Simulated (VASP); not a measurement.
Be, 1 atom in the cell. It takes space group Im-3m (No. 229, cubic). Conventional cell: a = 2.469 Å, b = 2.469 Å, c = 2.469 Å, α = 90.00°, β = 90.00°, γ = 90.00°. Be (site symmetry m-3m) has 8 Be at 2.14 Å as nearest neighbours. This isn't the form of Be at room conditions, which is hcp. The cell isn't the ideal one: strain -0.015 along x and y, -0.015 along z, atoms carried along.

* Program: VASP 6.6.1
* Task: single point
* Functional: PBEsol
* Potentials or basis: VASP PAW PBE potentials, release 64 (Be)
* Cutoff: 520 eV
* k mesh: 26 × 26 × 26
* Occupations: gaussian, width 0.15 eV
* Spin: no spin polarisation
* Dipole correction: no
* Further INCAR settings: ALGO = Normal; EDIFF = 1e-06; NBANDS = 7

Potentials or basis: VASP PAW PBE potentials, release 64 (Be).

Run with:

```sh
$ cat potpaw_PBE.64/Be/POTCAR > POTCAR
$ mpirun -np 1 vasp_std > vasp.out
```

Hardware: 1 thread of Intel(R) Xeon(R) Platinum 8375C CPU @ 2.90GHz (Ice Lake), on a shared host.

How long does it take, and how much memory?

Run time: 9.2 s on 1 thread of Intel(R) Xeon(R) Platinum 8375C CPU @ 2.90GHz (Ice Lake) (shared host), peak memory 0.13 GiB. Counts: scf iterations 9, k points 511.
